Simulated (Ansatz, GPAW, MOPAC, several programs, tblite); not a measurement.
# What cheap methods get right for PtSe2 (a single layer)

Aim: run PtSe2 as a single layer in vacuum through methods of unlike cost and see what each gets, and at what price.

Computed with MOPAC, tblite, GPAW, Ansatz (versions at each run) (no spin polarisation, static lattice; gaps from single points on the cell relaxed beforehand with r²SCAN, unless a step's input says otherwise).

## 1. The system as given

It takes space group P-3m1 (No. 164, trigonal). Conventional cell: a = 3.703 Å, b = 3.703 Å, c = 30.062 Å, α = 90.00°, β = 90.00°, γ = 120.00°. Pt (site symmetry -3m) is surrounded by 6 Se at 2.51 Å. Around Se (site symmetry 3m) lie 3 Pt at 2.51 Å.

As a file:

```
CELL_PARAMETERS angstrom
3.70279 0.00000 0.00000
-1.85139 3.20671 0.00000
0.00000 0.00000 30.06206
ATOMIC_POSITIONS crystal
Pt 0.00000 0.00000 0.29938
Se 0.33333 0.66667 0.34324
Se 0.66667 0.33333 0.25553
```

The cell holds a single layer (1T monolayer) with vacuum along c; the form is built, and need not be the compound's stable one.

**Question.** The methods are PM6, PM7, GFN1-xTB (tblite), GFN2-xTB (tblite), PBE/single-zeta, coarse PBE, GLLB-SC, PBE, r2SCAN. What gap does r2SCAN give on this cell, and which other methods (full PBE left aside) come nearest to r2SCAN and farthest in gap?

| quantity | value |
| --- | --- |
| r2SCAN | gap 1.59 eV |
| gap: nearest and farthest of the other methods | PBE/single-zeta (-0.11 eV), GFN2-xTB (tblite) (-0.67 eV) |

Among the 5 methods compared for the gap (full PBE left aside), PBE/single-zeta is nearest to r2SCAN and GFN2-xTB (tblite) farthest. A minimal basis or a coarse cutoff and mesh shifts results by its own error, so closeness to r2SCAN can be chance. Cluster runs see only the k-points that fold onto the zone centre, so their gaps can miss the band edges. GLLB-SC is compared with its derivative discontinuity added. PM7, PM6 ended in an unphysical state and are left out of the comparison. CPU times run from 0.98 s (GFN1-xTB (tblite)) to 2.3 min (GLLB-SC). On this cell GLLB-SC cost more than r2SCAN itself (40 s), so it is no saving here. r2SCAN is a yardstick, not the truth: it usually gives gaps below the measured ones. Spin-orbit coupling is left out throughout.
